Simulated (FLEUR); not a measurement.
# Al (Fm-3m) in FLEUR: further runs

Aim: see how the results for Al move with the level of theory and the settings. Levels: LDA (von Barth-Hedin), PBE. Tasks: band structure, equation of state.

Program: FLEUR MaX-R8.1 (later development tree). These are calculated values, not measurements. Logs are shortened: lines on timing, memory, paths and dates and some standing lists are left out, and cuts for length are marked.

**Measured values to compare with.**

From “The interpretation of polycrystalline coherent inelastic neutron scattering from aluminium”, 2013, pmc:3831299, for a bulk crystal of Al: bulk modulus 76.9 GPa.

How close the calculation comes is told below.

### 1 Starting point

Symmetry: Fm-3m, No. 225, cubic system. The conventional cell has a = 4.050 Å, b = 4.050 Å, c = 4.050 Å, α = 90.00°, β = 90.00°, γ = 90.00°. Al (site symmetry m-3m) is surrounded by 12 Al at 2.86 Å.

### 2 Band structure, LDA (von Barth-Hedin)

File inp.xml:

```xml
<?xml version="1.0" encoding="UTF-8" standalone="no"?>
<fleurInput fleurInputVersion="0.39">
   <comment>
      Al                                                                                                  
   </comment>
   <calculationSetup>
      <cutoffs Kmax="4.1" Gmax="12.7" GmaxXC="12.7" numbands="0"/>
      <scfLoop itmax="60" minDistance="0.00001" maxIterBroyd="15" imix="Anderson" alpha="0.05" precondParam="0.0" spinf="2.0" sdNocoIR="T"/>
      <coreElectrons ctail="T" frcor="F" kcrel="0" coretail_lmax="0"/>
      <xcFunctional name="bh" relativisticCorrections="F"/>
      <magnetism jspins="1"/>
      <soc l_soc="F" theta="0.0" phi="0.0" spav="F"/>
      <expertModes spex="0" secvar="F"/>
      <geometryOptimization l_f="F" forcealpha="1.0" forcemix="BFGS" epsdisp="0.00001" epsforce="0.00001"/>
      <ldaU l_linMix="F" mixParam="0.05" spinf="1.0"/>
   </calculationSetup>
   <cell>
      <bzIntegration valenceElectrons="11.0" mode="hist" fermiSmearingEnergy="0.00183747">
         <kPointListSelection listName="default-1"/>
         <!-- k-points included here -->
         <xi:include xmlns:xi="http://www.w3.org/2001/XInclude" href="kpts.xml"> </xi:include>
      </bzIntegration>
      <!-- symmetry operations included here -->
      <xi:include xmlns:xi="http://www.w3.org/2001/XInclude" href="sym.xml"> </xi:include>
      <bulkLattice scale="1.0">
         <bravaisMatrix>
            <row-1>    0.0000000000000000     3.8263269057207032     3.8263269057207032</row-1>
            <row-2>    3.8263269057207032     0.0000000000000000     3.8263269057207032</row-2>
            <row-3>    3.8263269057207032     3.8263269057207032     0.0000000000000000</row-3>
         </bravaisMatrix>
      </bulkLattice>
   </cell>
   <atomSpecies>
      <species name="Aluminum (Al)" element="Al" atomicNumber="13">
         <mtSphere radius="2.51" gridPoints="829" logIncrement="0.014"/>
         <atomicCutoffs lmax="10" lnonsphr="8"/>
         <electronConfig flipSpins="F">
            <coreConfig>(1s1/2)</coreConfig>
            <valenceConfig>(2s1/2) (2p1/2) (2p3/2) (3s1/2) (3p1/2) (3p3/2)</valenceConfig>
            <stateOccupation state="(3p1/2)" spinUp="0.166667" spinDown="0.166667"/>
            <stateOccupation state="(3p3/2)" spinUp="0.333333" spinDown="0.333333"/>
         </electronConfig>
         <energyParameters s="3" p="3" d="3" f="4"/>
         <lo type="SCLO" l="0" n="2" eDeriv="0"/>
         <lo type="SCLO" l="1" n="2" eDeriv="0"/>
         <lo type="SCLO" l="2" n="3" eDeriv="2"/>
         <lo type="SCLO" l="3" n="4" eDeriv="2"/>
      </species>
   </atomSpecies>
   <atomGroups>
      <atomGroup species="Aluminum (Al)">
         <relPos label="                   1">.0000000000 .0000000000 .0000000000</relPos>
         <force calculate="T" relaxXYZ="TTT"/>
      </atomGroup>
   </atomGroups>
   <output dos="F" band="F" slice="F">
      <checks vchk="F" cdinf="F"/>
      <bandDOS minEnergy="-.5*Htr" maxEnergy="0.5*Htr" sigma="0.015" storeEVData="T"/>
      <vacuumDOS vacdos="F" integ="F" star="F" nstars="0" locx1="0.0" locy1="0.0" locx2="0.0" locy2="0.0" nstm="0" tworkf="0.0"/>
      <unfoldingBand unfoldBand="F" supercellX="1" supercellY="1" supercellZ="1"/>
      <plotting iplot="0" polar="F">
         <plot TwoD="T" vec1="  1.0  0.0  0.0" vec2="  0.0  1.0  0.0" vec3="  0.0  0.0  1.0" zero="  0.0  0.0  0.0" file="plot"/>
      </plotting>
      <chargeDensitySlicing numkpt="0" minEigenval="0.0" maxEigenval="0.0" nnne="0" pallst="F"/>
      <specialOutput eonly="F"/>
      <moessbauerParams electricFieldGradient="T" isomerShift="T" coreHyperfine="T" valenceHyperfine="T"/>
      <magneticCircularDichroism mcd="F" energyLo="-10.0" energyUp="0.0"/>
   </output>
  <!-- We include the file relax.xml here to enable relaxations (see documentation) -->
  <xi:include xmlns:xi="http://www.w3.org/2001/XInclude" href="relax.xml"> <xi:fallback/> </xi:include>
</fleurInput>
```

File crystal.txt:

```
Al
&input cartesian=F /
0.0000000000  2.0248050000  2.0248050000
2.0248050000  0.0000000000  2.0248050000
2.0248050000  2.0248050000  0.0000000000
1.8897261246
1.0 1.0 1.0

1
13 0.0000000000  0.0000000000  0.0000000000

&kpt div1=11 div2=11 div3=11 gamma=T /
```

File inp.xml (bands):

```
<?xml version="1.0" encoding="UTF-8" standalone="no"?>
<fleurInput fleurInputVersion="0.39">
   <comment>
      Al                                                                                                  
   </comment>
   <calculationSetup>
      <cutoffs Kmax="4.1" Gmax="12.7" GmaxXC="12.7" numbands="0"/>
      <scfLoop itmax="60" minDistance="0.00001" maxIterBroyd="15" imix="Anderson" alpha="0.05" precondParam="0.0" spinf="2.0" sdNocoIR="T"/>
      <coreElectrons ctail="T" frcor="F" kcrel="0" coretail_lmax="0"/>
      <xcFunctional name="bh" relativisticCorrections="F"/>
      <magnetism jspins="1"/>
      <soc l_soc="F" theta="0.0" phi="0.0" spav="F"/>
      <expertModes spex="0" secvar="F"/>
      <geometryOptimization l_f="F" forcealpha="1.0" forcemix="BFGS" epsdisp="0.00001" epsforce="0.00001"/>
      <ldaU l_linMix="F" mixParam="0.05" spinf="1.0"/>
   </calculationSetup>
   <cell>
      <bzIntegration valenceElectrons="11.0" mode="hist" fermiSmearingEnergy="0.00183747">
         <kPointListSelection listName="path-1"/>
         <!-- k-points included here -->
         <xi:include xmlns:xi="http://www.w3.org/2001/XInclude" href="kpts.xml"> </xi:include>
      </bzIntegration>
      <!-- symmetry operations included here -->
      <xi:include xmlns:xi="http://www.w3.org/2001/XInclude" href="sym.xml"> </xi:include>
      <bulkLattice scale="1.0">
         <bravaisMatrix>
            <row-1>    0.0000000000000000     3.8263269057207032     3.8263269057207032</row-1>
            <row-2>    3.8263269057207032     0.0000000000000000     3.8263269057207032</row-2>
            <row-3>    3.8263269057207032     3.8263269057207032     0.0000000000000000</row-3>
         </bravaisMatrix>
      </bulkLattice>
   </cell>
   <atomSpecies>
      <species name="Aluminum (Al)" element="Al" atomicNumber="13">
         <mtSphere radius="2.51" gridPoints="829" logIncrement="0.014"/>
         <atomicCutoffs lmax="10" lnonsphr="8"/>
         <electronConfig flipSpins="F">
            <coreConfig>(1s1/2)</coreConfig>
            <valenceConfig>(2s1/2) (2p1/2) (2p3/2) (3s1/2) (3p1/2) (3p3/2)</valenceConfig>
            <stateOccupation state="(3p1/2)" spinUp="0.166667" spinDown="0.166667"/>
            <stateOccupation state="(3p3/2)" spinUp="0.333333" spinDown="0.333333"/>
         </electronConfig>
         <energyParameters s="3" p="3" d="3" f="4"/>
         <lo type="SCLO" l="0" n="2" eDeriv="0"/>
         <lo type="SCLO" l="1" n="2" eDeriv="0"/>
         <lo type="SCLO" l="2" n="3" eDeriv="2"/>
         <lo type="SCLO" l="3" n="4" eDeriv="2"/>
      </species>
   </atomSpecies>
   <atomGroups>
      <atomGroup species="Aluminum (Al)">
         <relPos label="                   1">.0000000000 .0000000000 .0000000000</relPos>
         <force calculate="T" relaxXYZ="TTT"/>
      </atomGroup>
   </atomGroups>
   <output dos="F" band="T" slice="F">
      <checks vchk="F" cdinf="F"/>
      <bandDOS minEnergy="-.5*Htr" maxEnergy="0.5*Htr" sigma="0.015" storeEVData="T"/>
      <vacuumDOS vacdos="F" integ="F" star="F" nstars="0" locx1="0.0" locy1="0.0" locx2="0.0" locy2="0.0" nstm="0" tworkf="0.0"/>
      <unfoldingBand unfoldBand="F" supercellX="1" supercellY="1" supercellZ="1"/>
      <plotting iplot="0" polar="F">
         <plot TwoD="T" vec1="  1.0  0.0  0.0" vec2="  0.0  1.0  0.0" vec3="  0.0  0.0  1.0" zero="  0.0  0.0  0.0" file="plot"/>
      </plotting>
      <chargeDensitySlicing numkpt="0" minEigenval="0.0" maxEigenval="0.0" nnne="0" pallst="F"/>
      <specialOutput eonly="F"/>
      <moessbauerParams electricFieldGradient="T" isomerShift="T" coreHyperfine="T" valenceHyperfine="T"/>
      <magneticCircularDichroism mcd="F" energyLo="-10.0" energyUp="0.0"/>
   </output>
  <!-- We include the file relax.xml here to enable relaxations (see documentation) -->
  <xi:include xmlns:xi="http://www.w3.org/2001/XInclude" href="relax.xml"> <xi:fallback/> </xi:include>
</fleurInput>
```

Potentials or basis: all-electron, FLAPW.

Started as:

```console
> inpgen -f crystal.txt -profile fastHighL
> # inp.xml edited to the form shown
> fleur_MPI
> fleur_MPI   # second run, on inp.xml (bands)
```

The program printed:

```text
Welcome to FLEUR        (www.flapw.de)
      MaX-Release 8.1          (www.max-centre.eu)

 ========== k-point set info ==========
 Selected k-point list: default-1
 k-point list type: mesh
 11 x 11 x 11
 Number of k points: 56

 ------------Calculation Setup---------------------------
 Number of MPI-tasks      :            1
 Number of PE/node        :            1
 Number of OMP-threads    :            1
 Most efficient MPI parallelization for:
           1           2           4           7           8          14          28          56
 Additional eigenvalue parallelization possible
 Number of basis functions:          166
 Approximate size of matrices (H+S) per k-point:         0.000 GB
 --------------------------------------------------------
 Iteration:     1   Distance:       3.90741078 me/bohr^3
 Iteration:     2   Distance:       3.68622027 me/bohr^3
 Iteration:     3   Distance:       1.14068454 me/bohr^3
 Iteration:     4   Distance:       0.09766767 me/bohr^3
 Iteration:     5   Distance:       0.08386836 me/bohr^3
 Iteration:     6   Distance:       0.00383170 me/bohr^3
 Iteration:     7   Distance:       0.00638954 me/bohr^3
 Iteration:     8   Distance:       0.00019081 me/bohr^3
 Iteration:     9   Distance:       0.00005236 me/bohr^3
 Iteration:    10   Distance:       0.00000523 me/bohr^3

 ********************************************************************
 Run finished successfully
 Stop message:
   all done
 ********************************************************************
```

output (bands):

```text
Welcome to FLEUR        (www.flapw.de)
      MaX-Release 8.1          (www.max-centre.eu)

 ========== k-point set info ==========
 Selected k-point list: path-1
 k-point list type: path
 Number of k points: 60

 ------------Calculation Setup---------------------------
 Number of MPI-tasks      :            1
 Number of PE/node        :            1
 Number of OMP-threads    :            1
 Most efficient MPI parallelization for:
           1           2           3           4           5           6          10          12          15          20          30          60
 Additional eigenvalue parallelization possible
 Number of basis functions:          166
 Approximate size of matrices (H+S) per k-point:         0.000 GB
 --------------------------------------------------------
 Fermi energy correction for metals:
 Fermi energy in bands.* files may not be consistent with last density.
 Please correct it manually (e.g. in band.gnu file).

 Note: Band structure data (together with different weights) is also stored in the banddos.hdf file.
       A convenient way of extracting and plotting the data from that file is by making use of the

 ********************************************************************
 Run finished successfully
 Stop message:
   Charge density postprocessing done.
 ********************************************************************
```

out.xml (last iteration):

```text
<iteration numberForCurrentRun="   10" overallNumber="   10">
         <energyParameters units="Htr">
            <atomicEP atomType="1" spin="1" branch="3s" branchLowest="-3.52" branchHighest="0.87" value="0.0497842946"/>
            <atomicEP atomType="1" spin="1" branch="3p" branchLowest="-2.13" branchHighest="1.27" value="0.2132261311"/>
            <atomicEP atomType="1" spin="1" branch="3d" branchLowest="-9.99" branchHighest="1.64" value="0.3965554215"/>
            <atomicEP atomType="1" spin="1" branch="4f" branchLowest="-9.99" branchHighest="3.19" value="0.5662740729"/>
            <loAtomicEP atomType="1" spin="1" branch="2s" branchLowest="-54.84" branchHighest="-3.52" value="-3.5170724151"/>
            <loAtomicEP atomType="1" spin="1" branch="2p" branchLowest="-9.99" branchHighest="-2.13" value="-2.1281267763"/>
            <loAtomicEP atomType="1" spin="1" branch="3d" branchLowest="-9.99" branchHighest="1.64" value="0.3965549748"/>
            <loAtomicEP atomType="1" spin="1" branch="4f" branchLowest="-9.99" branchHighest="3.19" value="0.5662765852"/>
         </energyParameters>
         <eigenvalues>
            <eigenvaluesAt spin="1" ikpt="1" k_x="0.00000000" k_y="0.00000000" k_z="0.00000000">
                      -3.5171758324       -2.1277318964       -2.1277318964       -2.1277318964       -0.1521514031
                       0.7148067614        0.7148067614        0.7148067614        0.7638705763
            </eigenvaluesAt>
            <eigenvaluesAt spin="1" ikpt="2" k_x="0.00000000" k_y="0.00000000" k_z="0.09090909">
                      -3.5171675210       -2.1277971155       -2.1277421484       -2.1277421484       -0.1439447153
                       0.6076832941        0.6900709104        0.6900709104        0.7925922057
            </eigenvaluesAt>
            <eigenvaluesAt spin="1" ikpt="3" k_x="0.00000000" k_y="0.00000000" k_z="0.18181818">
                      -3.5171453732       -2.1279719180       -2.1277696246       -2.1277696246       -0.1194098911
                       0.4745447771        0.6628505325        0.6628505325        0.7861551044
            </eigenvaluesAt>
            <eigenvaluesAt spin="1" ikpt="4" k_x="0.00000000" k_y="0.00000000" k_z="0.27272727">
                      -3.5171165078       -2.1282005189       -2.1278056299       -2.1278056299       -0.0787899066
                       0.3492978934        0.6477352371        0.6477352371        0.7756864681
            </eigenvaluesAt>
         </eigenvalues>
         <bandgap value="0.2216200018" units="eV"/>
         <sumValenceSingleParticleEnergies value="-19.5242853440" units="Htr"/>
         <FermiEnergy value="0.2547955605" units="Htr"/>
         <valenceDensity>
            <mtCharges spin="1">
               <mtCharge atomType="1" total="9.8471119" s="2.8351032" p="6.8304314" d="0.1690949" f="0.0115380"/>
            </mtCharges>
            <spinDependentCharge spin="1" total="11.0000000" interstitial="1.1528881" mtSpheres="9.8471119"/>
            <totalCharge value="11.0000000000"/>
         </valenceDensity>
         <coreStates atomType="     1" atomicNumber=" 13" spin="1" kinEnergy="    158.1818603584" eigValSum="   -109.6789141494" lostElectrons=" 0.000000">
            <state n="1" l="0" j="0.5" energy="-54.8394570747" weight="1.0000000000"/>
         </coreStates>
         <allElectronCharges>
            <spinDependentCharge spin="1" total="13.0000000" interstitial="1.1528881" mtSpheres="11.8471119"/>
            <totalCharge value="13.0000000001"/>
         </allElectronCharges>
         <moessbauerParams unitsHFF="kG" unitsIS="e/bohr^3" unitsEFG="Htr/bohr^2">
            <coreIsomerShift atomType="1" isTotal="1388.79000">
               <shell n="1" l="0" isomerShift="1388.79000"/>
            </coreIsomerShift>
            <isomerShift atomType="1" nucleusRadius="0.0000708" averageDensity="1487.42145"/>
            <electricFieldGradient atomType="1" VXX="0.00000" VYY="0.00000" VZZ="0.00000" asymParam="0.00000">
            </electricFieldGradient>
         </moessbauerParams>
         <totalEnergy                                    value="     -242.1506925360" units="Htr">
            <sumOfEigenvalues                            value="     -129.2031994934">
               <coreElectrons value="-109.6789141494"/>
               <valenceElectrons value="-19.5242853440"/>
            </sumOfEigenvalues>
            <densityCoulombPotentialIntegral value="-347.6800609520"/>
            <densityEffectivePotentialIntegral value="-371.2794297373"/>
            <chargeDenXCDenIntegral value="-17.9256173171"/>
            <FockExchangeEnergyValence value="0.0000000000"/>
            <FockExchangeEnergyCore value="0.0000000000"/>
            <atomTypeDependentContributions atomType="1">
               <electronNucleiInteractionDifferentMTs value="287.8820842098"/>
               <MadelungTerm value="-4.5791907771"/>
            </atomTypeDependentContributions>
            <tkbTimesEntropy value="0.0001474548"/>
            <freeEnergy value="-242.1508399908"/>
            <extrapolationTo0K value="-242.1507662634"/>
         </totalEnergy>
         <densityConvergence units="me/bohr^3">
            <chargeDensity spin="1" distance="0.0000052310"/>
         </densityConvergence>
      </iteration>
```

Run time: 6.8 s. Hardware: 1 thread of Arm Neoverse V1, shared host; peak memory 0.05 GiB.

What came out:

- Free energy: -6589.2600 eV
- Band gap along the path: none (metal or under the smearing width)
- Valence electrons inside the program's atomic spheres: Al 9.85 (radii Al 2.51 bohr)

Levels at the corners of the path, in eV from the Fermi level:
```
point  band 5  band 6  band 7  band 8  band 9
    Γ  -11.07   12.52   12.52   12.52   13.85
    X   -2.89   -1.63    5.29    5.49    5.49
    W   -0.83   -0.83    0.21    0.94   15.69
    K   -1.86   -1.34   -0.47    6.45    8.14
    Γ  -11.07   12.52   12.52   12.52   13.85
    L   -4.53   -4.41   11.18   11.18   11.39
    U   -1.86   -1.34   -0.47    6.45    8.14
    W   -0.83   -0.83    0.21    0.94   15.69
    L   -4.53   -4.41   11.18   11.18   11.39
    K   -1.86   -1.34   -0.47    6.45    8.14
    U   -1.86   -1.34   -0.47    6.45    8.14
    X   -2.89   -1.63    5.29    5.49    5.49
```

Core levels (eV from the Fermi level):
```
atom         levels
1 Al  1s1/2 -1499.2
```

### 3 Equation of state, LDA (von Barth-Hedin), 15.61 Å³/atom (volume scaled by 0.94)

inp.xml: that of step 2 with these lines changed.

```diff
@@ -24,3 +24,3 @@
       <xi:include xmlns:xi="http://www.w3.org/2001/XInclude" href="sym.xml"> </xi:include>
-      <bulkLattice scale="1.0">
+      <bulkLattice scale="0.9795861087">
          <bravaisMatrix>
@@ -34,3 +34,3 @@
       <species name="Aluminum (Al)" element="Al" atomicNumber="13">
-         <mtSphere radius="2.51" gridPoints="829" logIncrement="0.014"/>
+         <mtSphere radius="2.45" gridPoints="829" logIncrement="0.014"/>
          <atomicCutoffs lmax="10" lnonsphr="8"/>
```

Potentials or basis: all-electron, FLAPW.

Started as:

```console
> inpgen -f crystal.txt -profile fastHighL
> # inp.xml edited to the form shown
> fleur_MPI
```

It took 5.3 s on 1 thread of Arm Neoverse V1, shared host; peak memory 0.08 GiB.

It converged, with:

| Property | Result |
| --- | --- |
| Free energy | -6589.2733 eV |
| Band gap on the k mesh | none (metal or under the smearing width) |
| Valence electrons inside the program's atomic spheres | Al 9.80 (radii Al 2.45 bohr) |

### 4 Equation of state, LDA (von Barth-Hedin), 15.94 Å³/atom (volume scaled by 0.96)

inp.xml: that of step 3 with these lines changed.

```diff
@@ -24,3 +24,3 @@
       <xi:include xmlns:xi="http://www.w3.org/2001/XInclude" href="sym.xml"> </xi:include>
-      <bulkLattice scale="0.9795861087">
+      <bulkLattice scale="0.9864848297">
          <bravaisMatrix>
```

Started as:

```console
> inpgen -f crystal.txt -profile fastHighL
> # inp.xml edited to the form shown
> fleur_MPI
```

Wall time 5.5 s (1 thread of Arm Neoverse V1, shared host); peak memory 0.08 GiB.

It converged, with:

```
Free energy                                           : -6589.2724 eV
Band gap on the k mesh                                : none (metal or under the smearing width)
Valence electrons inside the program's atomic spheres : Al 9.77 (radii Al 2.45 bohr)
```

### 5 Equation of state, LDA (von Barth-Hedin), 16.60 Å³/atom

inp.xml: that of step 4 with these lines changed.

```diff
@@ -24,3 +24,3 @@
       <xi:include xmlns:xi="http://www.w3.org/2001/XInclude" href="sym.xml"> </xi:include>
-      <bulkLattice scale="0.9864848297">
+      <bulkLattice scale="1.0000000000">
          <bravaisMatrix>
```

Started as:

```console
> inpgen -f crystal.txt -profile fastHighL
> # inp.xml edited to the form shown
> fleur_MPI
```

Run time: 5.7 s. Hardware: 1 thread of Arm Neoverse V1, shared host; peak memory 0.08 GiB.

Results (log left out):

| Item | Value |
| --- | --- |
| Free energy | -6589.2602 eV |
| Band gap on the k mesh | none (metal or under the smearing width) |
| Valence electrons inside the program's atomic spheres | Al 9.72 (radii Al 2.45 bohr) |

### 6 Equation of state, LDA (von Barth-Hedin), 17.27 Å³/atom (volume scaled by 1.04)

inp.xml: that of step 5 with these lines changed.

```diff
@@ -24,3 +24,3 @@
       <xi:include xmlns:xi="http://www.w3.org/2001/XInclude" href="sym.xml"> </xi:include>
-      <bulkLattice scale="1.0000000000">
+      <bulkLattice scale="1.0131594038">
          <bravaisMatrix>
```

Potentials or basis: all-electron, FLAPW.

Started as:

```console
> inpgen -f crystal.txt -profile fastHighL
> # inp.xml edited to the form shown
> fleur_MPI
```

Run time: 6 s. Hardware: 1 thread of Arm Neoverse V1, shared host; peak memory 0.08 GiB.

It converged, with:

| Quantity | Value |
| --- | --- |
| Free energy | -6589.2368 eV |
| Band gap on the k mesh | none (metal or under the smearing width) |
| Valence electrons inside the program's atomic spheres | Al 9.67 (radii Al 2.45 bohr) |

(Part 1 of 2 ends here.)
